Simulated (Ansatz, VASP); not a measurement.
# BeTe: VASP beside Ansatz, part 2 of 2

Wanted: the spread between two codes on one cell, functional and k mesh.

VASP 6.6.1 and Ansatz 0.2.0.

So far: The structure; Ansatz: G0W0 gap, PBE.

## 3. VASP: G0W0 gap, PBE

Level of this step: G0W0 on PBE; plane waves and PAW (Be_GW, Te_GW) (VASP).

The same cell, functional and mesh now go to VASP, with its own data sets and cutoff.

Lines of VASP's logs that name or quote its potential files are left out, and so is its time.

The run reads the wave functions of an earlier VASP run, which isn't shown here.

The input, INCAR:

```
SYSTEM = BeTe
PREC = Accurate
ENCUT = 300
ISMEAR = 0
SIGMA = 0.01
LREAL = .FALSE.
GGA = PE
NBANDS = 104
ALGO = EVGW0
NELMGW = 1
ENCUTGW = 100
NOMEGA = 48
PRECFOCK = Fast
NBANDSGW = 16
LWAVE = .TRUE.
LCHARG = .FALSE.
```

The input, POSCAR:

```
BeTe
1.0
    0.0000000000      2.8314587876      2.8314587876
    2.8314587876      0.0000000000      2.8314587876
    2.8314587876      2.8314587876      0.0000000000
Be Te
1 1
Direct
    0.0000000000      0.0000000000      0.0000000000
    0.7500000000      0.7500000000      0.7500000000
```

The input, KPOINTS:

```
Automatic mesh
0
Gamma
6 6 6
0 0 0
```

The projector-augmented-wave data sets are Be_GW and Te_GW (PBE family, release 64).

On the command line:

```bash
$ mpirun -np 8 vasp_std
```

Numbers of over 12 decimals in the logs are rounded to 6 here.

What it wrote:

```text
[banner, memory and clock lines left out]
running    8 mpi-ranks, on    1 nodes
 distrk:  each k-point on    8 cores,    1 groups
 distr:  one band on    1 cores,    8 groups

 POSCAR found type information on POSCAR BeTe
 POSCAR found :  2 types and       2 ions
|                                                                             |
|           W    W    AA    RRRRR   N    N  II  N    N   GGGG   !!!           |
|           W    W   A  A   R    R  NN   N  II  NN   N  G    G  !!!           |
|           W    W  A    A  R    R  N N  N  II  N N  N  G       !!!           |
|           W WW W  AAAAAA  RRRRR   N  N N  II  N  N N  G  GGG   !            |
|           WW  WW  A    A  R   R   N   NN  II  N   NN  G    G                |
|           W    W  A    A  R    R  N    N  II  N    N   GGGG   !!!           |
|                                                                             |
|     For optimal performance we recommend to set                             |
|       NCORE = 2 up to number-of-cores-per-socket                            |
|     NCORE specifies how many cores store one orbital (NPAR=cpu/NCORE).      |
|     This setting can greatly improve the performance of VASP for DFT.       |
|     The default, NCORE=1 might be grossly inefficient on modern             |
|     multi-core architectures or massively parallel machines. Do your        |
|     Unfortunately you need to use the default for GW and RPA                |
|     calculations (for HF NCORE is supported but not extensively tested      |
|     yet).                                                                   |
|                                                                             |

|                                                                             |
|           W    W    AA    RRRRR   N    N  II  N    N   GGGG   !!!           |
|           W    W   A  A   R    R  NN   N  II  NN   N  G    G  !!!           |
|           W    W  A    A  R    R  N N  N  II  N N  N  G       !!!           |
|           W WW W  AAAAAA  RRRRR   N  N N  II  N  N N  G  GGG   !            |
|           WW  WW  A    A  R   R   N   NN  II  N   NN  G    G                |
|           W    W  A    A  R    R  N    N  II  N    N   GGGG   !!!           |
|                                                                             |
|     The default for ENCUTGWSOFT is different in this version of VASP.       |
|     please manually set ENCUTGWSOFT =100 in the INCAR file.                 |
|                                                                             |

 LDA part: xc-table for (Slater+PW92), standard interpolation
 found WAVECAR, reading the header
 POSCAR, INCAR and KPOINTS ok, starting setup
 FFT: planning ... GRIDC
 FFT: planning ... GRID_SOFT
 FFT: planning ... GRID
 reading WAVECAR
 the WAVECAR file was read successfully
 initial charge from wavefunction
 available memory per node:     36.70 GB, setting MAXMEM to     37575

 The Fermi energy was updated, please check that it is located mid-gap
 values below the HOMO (VB) or above the LUMO (CB) will cause erroneous energies
 E-fermi :   5.6685

 calculate exact exchange contribution
 the WAVEDER file was read successfully
energies w=
    0.000    0.000    0.624    0.000    1.245    0.000    1.861    0.000
    2.470    0.000    3.070    0.000    3.661    0.000    4.241    0.000
    4.810    0.000    5.369    0.000    5.918    0.000    6.457    0.000
    6.989    0.000    7.515    0.000    8.036    0.000    8.554    0.000
    9.071    0.000    9.590    0.000   10.111    0.000   10.639    0.000
   11.175    0.000   11.722    0.000   12.284    0.000   12.864    0.000
   13.466    0.000   14.094    0.000   14.755    0.000   15.455    0.000
   16.200    0.000   17.000    0.000   17.864    0.000   18.808    0.000
   19.846    0.000   20.998    0.000   22.292    0.000   23.761    0.000
   25.448    0.000   27.415    0.000   29.743    0.000   32.550    0.000
   36.007    0.000   40.372    0.000   46.063    0.000   53.787    0.000
   64.856    0.000   82.005    0.000  112.030    0.000  177.823    0.000
 responsefunction array rank=     120
 LDA part: xc-table for (Slater+PW92), standard interpolation

 min. memory requirement per mpi rank    127.5 MB, per node   1020.2 MB

 allocating   6 responsefunctions rank=   120
 shmem allocating  48 responsefunctions rank=   120
 response function shared by NCSHMEM nodes    1
 Doing            6  frequencies on each core in blocks of           48
NQ=   1    0.0000    0.0000    0.0000,
|.........|.........|.........|.........|.........|.........|.........|.........
 performed        226000 updates of chi_q(r,r)
 total number of BLAS operations         23.09 Gflops
NQ=   2    0.1667    0.0000    0.0000,
|.........|.........|.........|.........|.........|.........|.........|.........
 performed        678000 updates of chi_q(r,r)
 total number of BLAS operations         62.23 Gflops
NQ=   3    0.3333    0.0000    0.0000,
|.........|.........|.........|.........|.........|.........|.........|.........
 performed       1130000 updates of chi_q(r,r)
 total number of BLAS operations         96.99 Gflops
NQ=   4    0.5000    0.0000    0.0000,
|.........|.........|.........|.........|.........|.........|.........|.........
 performed       1502000 updates of chi_q(r,r)
 total number of BLAS operations        131.74 Gflops
NQ=   5    0.1667    0.1667    0.0000,
|.........|.........|.........|.........|.........|.........|.........|.........
 performed       1954000 updates of chi_q(r,r)
 total number of BLAS operations        171.64 Gflops
NQ=   6    0.3333    0.1667    0.0000,
|.........|.........|.........|.........|.........|.........|.........|.........
 performed       2692000 updates of chi_q(r,r)
 total number of BLAS operations        234.32 Gflops
NQ=   7    0.5000    0.1667    0.0000,
|.........|.........|.........|.........|.........|.........|.........|.........
 performed       3430000 updates of chi_q(r,r)
 total number of BLAS operations        299.47 Gflops
NQ=   8   -0.3333    0.1667    0.0000,
|.........|.........|.........|.........|.........|.........|.........|.........
 performed       4168000 updates of chi_q(r,r)
 total number of BLAS operations        362.15 Gflops
NQ=   9   -0.1667    0.1667    0.0000,
|.........|.........|.........|.........|.........|.........|.........|.........
 performed       4800000 updates of chi_q(r,r)
 total number of BLAS operations        411.71 Gflops
NQ=  10    0.3333    0.3333    0.0000,
|.........|.........|.........|.........|.........|.........|.........|.........
 performed       5252000 updates of chi_q(r,r)
 total number of BLAS operations        450.85 Gflops
NQ=  11    0.5000    0.3333    0.0000,
|.........|.........|.........|.........|.........|.........|.........|.........
 performed       5990000 updates of chi_q(r,r)
 total number of BLAS operations        512.32 Gflops
NQ=  12   -0.3333    0.3333    0.0000,
|.........|.........|.........|.........|.........|.........|.........|.........
 performed       6622000 updates of chi_q(r,r)
 total number of BLAS operations        563.90 Gflops
NQ=  13    0.5000    0.5000    0.0000,
|.........|.........|.........|.........|.........|.........|.........|.........
 performed       6947000 updates of chi_q(r,r)
 total number of BLAS operations        594.31 Gflops
NQ=  14    0.5000    0.3333    0.1667,
|.........|.........|.........|.........|.........|.........|.........|.........
 performed       7785000 updates of chi_q(r,r)
 total number of BLAS operations        662.73 Gflops
NQ=  15   -0.3333    0.3333    0.1667,
|.........|.........|.........|.........|.........|.........|.........|.........
 performed       8570000 updates of chi_q(r,r)
 total number of BLAS operations        730.67 Gflops
NQ=  16   -0.3333    0.5000    0.1667,
|.........|.........|.........|.........|.........|.........|.........|.........
 performed       9205000 updates of chi_q(r,r)
 total number of BLAS operations        785.65 Gflops
 resolving degeneracies of screened two electron integrals

 calculate QP shifts <psi_nk| G(iteration)W_0 |psi_nk>: iteration 1
 writing wavefunctions
 entering main loop
```

OUTCAR, selected parts (step 3):

```text
ion  position               nearest neighbor table
   1  0.000  0.000  0.000-   2 2.45   2 2.45   2 2.45   2 2.45
   2  0.750  0.750  0.750-   1 2.45   1 2.45   1 2.45   1 2.45

  LATTYP: Found a face centered cubic cell.
 ALAT       =     5.6629175752

 Subroutine GETGRP returns: Found 24 space group operations
 (whereof 24 operations were pure point group operations)

The static configuration has the point symmetry T_d .

 Found     16 irreducible k-points:

   k-points           NKPTS =     16   k-points in BZ     NKDIM =    216   number of bands    NBANDS=    104

   dimension x,y,z NGX =    24 NGY =   24 NGZ =   24
   dimension x,y,z NGXF=    48 NGYF=   48 NGZF=   48

   ENCUT  =  300.0 eV  22.05 Ry    4.70 a.u.   5.66  5.66  5.66*2*pi/ulx,y,z

   NELECT =       8.0000    total number of electrons

  energy-cutoff  :      300.00
  volume of cell :       45.40
      direct lattice vectors                 reciprocal lattice vectors
     0.000000000  2.831458788  2.831458788    -0.176587419  0.176587419  0.176587419
     2.831458788  0.000000000  2.831458788     0.176587419 -0.176587419  0.176587419
     2.831458788  2.831458788  0.000000000     0.176587419  0.176587419 -0.176587419

 k-points in reciprocal lattice and weights: Automatic mesh
   0.00000000  0.00000000  0.00000000       0.005
   0.16666667  0.00000000  0.00000000       0.037
   0.33333333  0.00000000  0.00000000       0.037
   0.50000000  0.00000000  0.00000000       0.019
   0.16666667  0.16666667  0.00000000       0.028
   0.33333333  0.16666667  0.00000000       0.111
   0.50000000  0.16666667  0.00000000       0.111
  -0.33333333  0.16666667  0.00000000       0.111
  -0.16666667  0.16666667  0.00000000       0.056
[...]
-0.33333333  0.33333333  0.16666667       0.111
  -0.33333333  0.50000000  0.16666667       0.056

 E-fermi :   5.6685

 QP shifts <psi_nk| G(iteration)W_0 |psi_nk>: iteration 1
 for sc-GW calculations column KS-energies equals QP-energies in previous step
 and V_xc(KS)=  KS-energies - (<T + V_ion + V_H > + <T+V_H+V_ion>^1  + <V_x>^1)
 k-point   1 :       0.0000    0.0000    0.0000
  band No.  KS-energies  QP-energies   sigma(KS)   V_xc(KS)     V^pw_x(r,r')   Z            occupation Imag(sigma)
      1      -7.5302      -8.2109     -11.7235     -10.7674     -17.5911       0.7119       2.0000       1.1780
      2       4.6624       4.0603     -11.8197     -11.0524     -12.7599       0.7848       2.0000       0.0542
      3       4.6624       4.0603     -11.8197     -11.0524     -12.7599       0.7848       2.0000       0.0542
      4       4.6624       4.0603     -11.8197     -11.0524     -12.7599       0.7848       2.0000       0.0542
      5       8.2902       8.6617      -8.8169      -9.2991      -4.8305       0.7704       0.0000      -0.0770
      6       8.2902       8.6617      -8.8169      -9.2991      -4.8305       0.7704       0.0000      -0.0770
      7       8.2902       8.6617      -8.8169      -9.2991      -4.8305       0.7704       0.0000      -0.0770
      8       8.3605       8.9242      -8.8827      -9.6111      -4.8417       0.7737       0.0000      -0.0780
    ...

 k-point   2 :       0.1667    0.0000    0.0000
  band No.  KS-energies  QP-energies   sigma(KS)   V_xc(KS)     V^pw_x(r,r')   Z            occupation Imag(sigma)
      1      -7.2778      -7.9281     -11.7512     -10.8370     -17.5342       0.7114       2.0000       1.1364
      2       2.7008       2.0230     -11.2594     -10.3726     -12.7442       0.7642       2.0000       0.0723
      3       4.2941       3.6799     -11.6720     -10.8853     -12.6858       0.7808       2.0000       0.0552
      4       4.2941       3.6799     -11.6720     -10.8853     -12.6858       0.7808       2.0000       0.0552
      5       8.0977       8.4996      -8.7953      -9.3146      -4.8487       0.7739       0.0000      -0.0756
      6       8.8231       9.2079      -8.9359      -9.4377      -4.8057       0.7670       0.0000      -0.0837
      7       8.8231       9.2079      -8.9359      -9.4377      -4.8057       0.7670       0.0000      -0.0837
      8      10.3502      10.8306      -9.3067      -9.9426      -4.8135       0.7555       0.0000      -0.1099
    ...

 k-point   3 :       0.3333    0.0000    0.0000
  band No.  KS-energies  QP-energies   sigma(KS)   V_xc(KS)     V^pw_x(r,r')   Z            occupation Imag(sigma)
      1      -6.6493      -7.2290     -11.8722     -11.0608     -17.4240       0.7145       2.0000       1.0328
      2       0.2848      -0.5077     -10.9343      -9.8423     -13.4941       0.7259       2.0000       0.1392
      3       3.7651       3.1189     -11.5826     -10.7503     -12.7811       0.7764       2.0000       0.0603
      4       3.7651       3.1189     -11.5826     -10.7503     -12.7811       0.7764       2.0000       0.0603
      5       7.8077       8.1724      -8.8371      -9.3069      -4.9660       0.7765       0.0000      -0.0734
      6       9.2886       9.6496      -8.7658      -9.2367      -4.5169       0.7666       0.0000      -0.0909
      7       9.2886       9.6496      -8.7658      -9.2367      -4.5169       0.7666       0.0000      -0.0909
      8      12.4086      12.6716      -8.2318      -8.5875      -3.0243       0.7394       0.0000      -0.1906
    ...

 k-point   4 :       0.5000    0.0000    0.0000
  band No.  KS-energies  QP-energies   sigma(KS)   V_xc(KS)     V^pw_x(r,r')   Z            occupation Imag(sigma)
      1      -6.2265      -6.7549     -12.0130     -11.2752     -17.3913       0.7161       2.0000       0.9567
      2      -0.7761      -1.6059     -10.7159      -9.5456     -13.7917       0.7090       2.0000       0.2000
      3       3.5568       2.8982     -11.5715     -10.7190     -12.8534       0.7725       2.0000       0.0630
      4       3.5568       2.8982     -11.5715     -10.7190     -12.8534       0.7725       2.0000       0.0630
      5       7.6942       8.0478      -8.8605      -9.3149      -5.0179       0.7781       0.0000      -0.0726
      6       9.2707       9.6007      -8.6113      -9.0401      -4.3964       0.7694       0.0000      -0.0900
      7       9.2707       9.6007      -8.6113      -9.0401      -4.3964       0.7694       0.0000      -0.0900
      8      12.4925      12.5957      -7.4442      -7.5822      -2.3018       0.7476       0.0000      -0.1861
    ...

[... 4 further parts left out ...]
```

## 4. Side by side

Known differences besides the potentials themselves: the two programs' PAW sets differ in cores and partial waves; the data sets hold 18 valence electrons in Ansatz (default PAW (the set named soft_2) files) and 8 in VASP; the cutoff is 420 eV in Ansatz and 300 eV in VASP; VASP leaves aspherical gradient terms in its spheres out (LASPH is not set), Ansatz keeps them; Ansatz integrates over frequency by contour deformation, VASP on a grid of NOMEGA points. Total energies have different zeros and are not compared.

Compared:

```tsv
quantity	Ansatz	VASP	difference
G0W0 gap on the mesh (eV)	2.79	2.76	+0.03
PBE gap under it (eV)	2.03	2.01	+0.01
```

## 5. Summary of results

| Quantity | Value |
| --- | --- |
| difference in G0W0 gap on the mesh (G0W0 gap, PBE) | 0.026 eV |

**Reading.** The difference in G0W0 gap on the mesh is 0.026 eV (G0W0 gap, PBE), within the 0.15 eV picked in this series as the mark of a large difference. How closely two codes agree says nothing of how well the functional describes the real material.

[Lines on the potential files, build, host, timing and source positions are cut from VASP's logs without a mark.]

[Logs are printed without paths, hosts, clocks, repeated set-up lines and the standing remarks that a program may print on its own settings, such as how far it seeks lower states.]

[Hosts, paths, dates, database ids (printed as entryN), source tags and the programs' standing remarks are cut or masked in the printed files.]
